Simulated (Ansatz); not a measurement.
## Point defect: O vacancy in SnO

These are results of DFT PBE, scalar-relativistic, plane waves, PAW in Ansatz, not measurements. (420 eV cutoff, 3×3×3 k-mesh, Gaussian smearing of 0.02 eV, collinear spin in charge +1, -1 alone)

Host crystal, relaxed:

```xyz
4
Lattice="3.8683 0.0000 0.0000 0.0000 3.8683 0.0000 0.0000 0.0000 5.0662" Properties=species:S:1:pos:R:3 pbc="T T T"
Sn    0.0000    1.9341    1.1590
Sn    1.9341    0.0000    3.9072
O     1.9341    1.9341    0.0000
O     0.0000    0.0000    0.0000
```

Supercell of 32 atoms, rows in host cell vectors: 0 2 1; 0 -2 1; 2 0 -1. Atoms relax at the host's cell from a start displaced at random by 0.05 Å near the defect, so other minima may exist. The cell is small, so energies carry finite-size errors of tenths of an eV. The host's Kohn–Sham gap is 0.49 eV. Atoms are taken from and returned to the elements' standard states. Charged cells are corrected for image charges with the computed static dielectric tensor (mean 18.7) and aligned with the host's potential at far atoms (alignment terms reach 0.47 eV; the program doubts the alignment in some charges, where it is up to 0.47 eV). No band-filling term is added, and the Fermi level counts from the host's valence band top.

Starting moments were lost in some runs.

Defect: O vacancy at (0.500, 0.500, 0.000) of the host cell.

(1) What is the formation energy of the neutral defect?

(2) Does the neutral defect carry a moment, and how do its surroundings relax?

(3) Charges +2, +1, 0, -1 were computed. Which is stable where in the gap?

## Answers

(1) 3.79 eV.

(2) The neutral run had no spin polarisation, so a moment wasn't tested. The nearest neighbours before are 4 Sn at 2.25 Å; after relaxation the atoms near the site are 1 Sn at 2.19 Å, 3 Sn at 2.20 Å, 2 O at 2.74 Å, 2 O at 2.75 Å; the largest move is 0.06 Å.

(3) Among the charges computed the stable one is +2 at the valence band top, changing to +1 at 0.10 eV, changing to 0 at 0.23 eV. In charge -1 the extra carrier would gain by moving to a band edge of the host, so it isn't bound in the gap. In charge +1, -1 the cell has partly filled bands: a level of the defect may be part filled, the carrier may sit in the host's bands, or levels may cross between the k points, so transitions that involve it are doubtful. Without the alignment that the program doubts, the level (+2/+1) would lie at -0.19 eV, outside the gap, so these runs don't decide whether the defect changes charge there. Levels between neighbouring charges: (+2/+1) 0.10 eV, (+1/0) 0.23 eV, (0/-1) 1.10 eV.